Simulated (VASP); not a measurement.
Wanted: the native input for a VASP 6.6.1 run.

- Task: work function
- Functional: PBE
- Dispersion: ULG
- Potentials or basis: VASP PAW PBE potentials, release 64 (Si)
- Cutoff: 520 eV
- k mesh: 8 × 8 × 1
- Occupations: gaussian, width 0.05 eV
- Spin: no spin polarisation
- Dipole correction: yes
- Further INCAR settings: ALGO = Normal; EDIFF = 1e-06

The structure of Si lies in POSCAR:

```
Si
3.8313
    1.000004557330      0.000000000000      0.000000000000
   -0.500002278652      0.866029350560      0.000000000000
    0.000000000000      0.000000000000      5.776277684337
Si
6
Direct
    0.6680360000      0.3351660000      0.3394750000
    0.3348530000      0.6673940000      0.3759450000
    0.3339630000      0.6681090000      0.4817200000
    0.6693500000      0.3319010000      0.5180630000
    0.6696070000      0.3361800000      0.6248390000
    0.3362990000      0.6734960000      0.6607830000
```

The slab is cut from a database's or a generator's crystal, which needn't be the stable form of the element.

The cell isn't the ideal one: the (0 0 1) slab of Si, cut from the database cell, not relaxed; atoms moved at random, drawn with an rms of 0.02 Å.

The input as run:

INCAR

```
SYSTEM = Si
ALGO     = Normal         ! electronic algorithm
DIPOL    = 0.5 0.5 0.500
EDIFF    = 1E-6           ! SCF threshold, eV
ENCUT    = 520            ! plane-wave cutoff, eV
GGA      = PE             ! functional
IDIPOL   = 3            
ISIF     = 2              ! what is computed and relaxed
ISMEAR   = 0              ! smearing method
IVDW     = 3              ! dispersion correction
LASPH    = .TRUE.         ! aspherical terms in the spheres
LCHARG   = .TRUE.         ! write CHGCAR
LDIPOL   = .TRUE.       
LELF     = .TRUE.         ! ELF
LREAL    = .FALSE.        ! projectors in reciprocal space
LVACPOTAV= .TRUE.       
LVHAR    = .TRUE.       
LWAVE    = .FALSE.        ! write WAVECAR
NELM     = 60             ! most SCF steps
PREC     = Accurate       ! precision mode
SIGMA    = 0.05           ! smearing width, eV
```

KPOINTS

```
k-points
0
G
  8 8 1
  0 0 0
```

Potentials or basis: VASP PAW PBE potentials, release 64 (Si).

Launch:

```sh
$ cat potpaw_PBE.64/Si/POTCAR > POTCAR
$ mpirun -np 1 vasp_std > vasp.out
```

It gave:

```
Largest force                   : 0.816 eV/Å
Band gap on the k mesh          : none (metal or under the smearing width)
Dispersion energy per atom      : -0.280 eV
Work function of the upper face : 4.71 eV
Work function of the lower face : 4.73 eV
```

Caveat: atom-pairwise D2, TS and ULG terms overbind metals.

Run time: 3.4 min on 1 thread of Intel(R) Xeon(R) Platinum 8375C CPU @ 2.90GHz (Ice Lake), on a shared host, peak memory 0.39 GiB.
